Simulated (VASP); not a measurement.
Output of a VASP run:

### OUTCAR
```
 ion  position               nearest neighbor table
   1  0.000  0.000  0.000-
   2  0.500  0.500  0.500-
  LATTYP: Found a face centered cubic cell.
 ALAT       =     6.0314720000
 Subroutine PRICEL returns:
 Original cell was already a primitive cell.
 Subroutine GETGRP returns: Found 48 space group operations
The static configuration has the point symmetry O_h .
The dynamic configuration has the point symmetry O_h .
 Subroutine INISYM returns: Found 48 space group operations
 Subroutine IBZKPT returns following result:
 Found     29 irreducible k-points:

 Following reciprocal coordinates:
            Coordinates               Weight
  0.000000  0.000000  0.000000      1.000000
  0.125000  0.000000  0.000000      8.000000
  0.250000  0.000000  0.000000      8.000000
  0.375000  0.000000  0.000000      8.000000
  0.500000  0.000000  0.000000      4.000000
  0.125000  0.125000  0.000000      6.000000
  0.250000  0.125000  0.000000     24.000000
  0.375000  0.125000  0.000000     24.000000
  0.500000  0.125000  0.000000     24.000000
 -0.375000  0.125000  0.000000     24.000000
 -0.250000  0.125000  0.000000     24.000000
 -0.125000  0.125000  0.000000     12.000000
  0.250000  0.250000  0.000000      6.000000
  0.375000  0.250000  0.000000     24.000000
  0.500000  0.250000  0.000000     24.000000
 -0.375000  0.250000  0.000000     24.000000
 -0.250000  0.250000  0.000000     12.000000
  0.375000  0.375000  0.000000      6.000000
  0.500000  0.375000  0.000000     24.000000
 -0.375000  0.375000  0.000000     12.000000
  0.500000  0.500000  0.000000      3.000000
  0.375000  0.250000  0.125000     24.000000
  0.500000  0.250000  0.125000     48.000000
 -0.375000  0.250000  0.125000     24.000000
  0.500000  0.375000  0.125000     24.000000
 -0.375000  0.375000  0.125000     48.000000
 -0.250000  0.375000  0.125000     24.000000
 -0.375000  0.500000  0.125000     12.000000
 -0.250000  0.500000  0.250000      6.000000
   k-points           NKPTS =     29   k-points in BZ     NKDIM =     29   number of bands    NBANDS=     11
   number of dos      NEDOS =    301   number of ions     NIONS =      2
   total plane-waves  NPLWV =   5832
   dimension x,y,z NGX =    18 NGY =   18 NGZ =   18
   dimension x,y,z NGXF=    36 NGYF=   36 NGZF=   36
   ions per type =               1   1
   PREC   = accura    normal or accurate (medium, high low for compatibility)
   ISTART =      0    job   : 0-new  1-cont  2-samecut
   ICHARG =      2    charge: 1-file 2-atom 10-const
   ISPIN  =      1    spin polarized calculation?
   LNONCOLLINEAR =      F non collinear calculations
   LSORBIT =      F    spin-orbit coupling
   INIWAV =      1    electr: 0-lowe 1-rand  2-diag
   ENCUT  =  150.0 eV  11.02 Ry    3.32 a.u.   4.26  4.26  4.26*2*pi/ulx,y,z
   NELM   =    100;   NELMIN=  2; NELMDL= -5     # of ELM steps
   EDIFF  = 0.1E-05   stopping-criterion for ELM
   LREAL  =      F    real-space projection
   NLSPLINE    = F    spline interpolate recip. space projectors
   LMAXMIX     =    4 max onsite mixed and CHGCAR
   VOSKOWN=      0    Vosko Wilk Nusair interpolation
   EDIFFG = 0.1E-04   stopping-criterion for IOM
   NSW    =      0    number of steps for IOM
   NBLOCK =      1;   KBLOCK =      1    inner block; outer block
   IBRION =     -1    ionic relax: 0-MD 1-quasi-New 2-CG
   NFREE  =      0    steps in history (QN), initial steepest desc. (CG)
   ISIF   =      2    stress and relaxation
   ISYM   =      2    0-nonsym 1-usesym 2-fastsym
   TEIN   =    0.0    initial temperature
   TEBEG  =    0.0;   TEEND  =   0.0 temperature during run
   SMASS  =  -3.00    Nose mass-parameter (am)
   PSTRESS=    0.0 pullay stress
   NELECT =      14.0000    total number of electrons
   EFERMI =   0.00;   METHOD = LEGACY
   ISMEAR =    -1;   SIGMA  =   0.27  broadening in eV -4-tet -1-fermi 0-gaus
   IALGO  =     38    algorithm
...
```

**OSZICAR**
```
       N       E                     dE             d eps       ncg     rms          rms(c)
DAV:   1     0.299610498476E+02    0.29961E+02   -0.43966E+03   806   0.429E+02
DAV:   2    -0.101503822615E+01   -0.30976E+02   -0.30194E+02   745   0.126E+02
DAV:   3    -0.191918769067E+01   -0.90415E+00   -0.90317E+00   716   0.211E+01
DAV:   4    -0.192335172767E+01   -0.41640E-02   -0.41639E-02   728   0.155E+00
DAV:   5    -0.192337387164E+01   -0.22144E-04   -0.22144E-04   723   0.119E-01    0.755E+00
DAV:   6    -0.139310122687E+01    0.53027E+00   -0.72083E-01   665   0.994E+00    0.453E+00
DAV:   7    -0.138681281712E+01    0.62884E-02   -0.38495E-01   662   0.689E+00    0.124E+00
DAV:   8    -0.139605761273E+01   -0.92448E-02   -0.13321E-02   650   0.985E-01    0.133E-01
DAV:   9    -0.139617213486E+01   -0.11452E-03   -0.38782E-04   731   0.191E-01    0.873E-02
DAV:  10    -0.139655841139E+01   -0.38628E-03   -0.90180E-04   647   0.242E-01    0.588E-02
DAV:  11    -0.139654613951E+01    0.12272E-04   -0.58343E-05   677   0.441E-02    0.178E-02
DAV:  12    -0.139654536876E+01    0.77075E-06   -0.95508E-06   713   0.347E-02
   1 F= -.13965454E+01 E0= -.13964106E+01  d E =-.269571E-03
```

**OUTCAR**
```
------------------------ aborting loop because EDIFF is reached ----------------------------------------
  FORCE on cell =-STRESS in cart. coord.  units (eV):
  Direction    XX          YY          ZZ          XY          YZ          ZX
  --------------------------------------------------------------------------------------
  Total      -35.9432909    -35.9432909    -35.9432909     -0.0000000     -0.0000000      0.0000000
  in kB    -1049.8287526  -1049.8287526  -1049.8287526     -0.0000000     -0.0000000      0.0000000
  external PRESSURE =   -1049.8287526 kB  Pullay stress =       0.0000000 kB
  volume of cell :       54.85
      direct lattice vectors                 reciprocal lattice vectors
     0.000000000  3.015736000  3.015736000    -0.165797006  0.165797006  0.165797006
     3.015736000  0.000000000  3.015736000     0.165797006 -0.165797006  0.165797006
     3.015736000  3.015736000  0.000000000     0.165797006  0.165797006 -0.165797006
 POSITION                                       TOTAL-FORCE (eV/Angst)
 -----------------------------------------------------------------------------------
      0.00000      0.00000      0.00000        -0.000000     -0.000000     -0.000000
      3.01574      3.01574      3.01574         0.000000      0.000000      0.000000
 -----------------------------------------------------------------------------------
    total drift:                               -0.000000     -0.000000     -0.000000
  FREE ENERGIE OF THE ION-ELECTRON SYSTEM (eV)
  ---------------------------------------------------
  free  energy   TOTEN  =        -1.3965453688 eV

  energy  without entropy=       -1.3962757977  energy(sigma->0) =       -1.39641058
```
(Selected blocks of OUTCAR.)

### POSCAR
```
NaBr
1
    0.0000000000     3.0157360000     3.0157360000
    3.0157360000     0.0000000000     3.0157360000
    3.0157360000     3.0157360000     0.0000000000
Na Br
1 1
Direct
  0.0000000000   0.0000000000   0.0000000000
  0.5000000000   0.5000000000   0.5000000000
```

Problem. Reconstruct the remaining input files.

Solution. This is not unique; one that fits is the input of the run itself, revPBE GGA, plane waves, VASP's PBE PAW potentials (set 64).

INCAR:
```
SYSTEM = NaBr
PREC = Accurate; ENCUT = 150; LREAL = .FALSE.
LASPH = .TRUE.
EDIFF = 1E-6; NELM = 100; ALGO = Normal
LMAXMIX = 4
ISMEAR = -1; SIGMA = 0.272
GGA = RE
ISIF = 2
LWAVE = .FALSE.; LCHARG = .FALSE.
```

**KPOINTS**
```
Automatic mesh
0
Gamma
8 8 8
0 0 0
```

POTCAR, in this order: Na_pv Br (PBE.64 set). Program: vasp_std.

At this cut-off the stress carries a Pulay error, which pulls relaxed volumes low.

The structure comes from a computed database's NaBr entry; how it stands against other phases isn't given here. The cell was not relaxed at this level. The run is one of a series of settings (ENCUT = 150, SIGMA = 0.272, KPOINTS 8×8×8 Γ-centred mesh against the base run), some of them coarse on purpose.
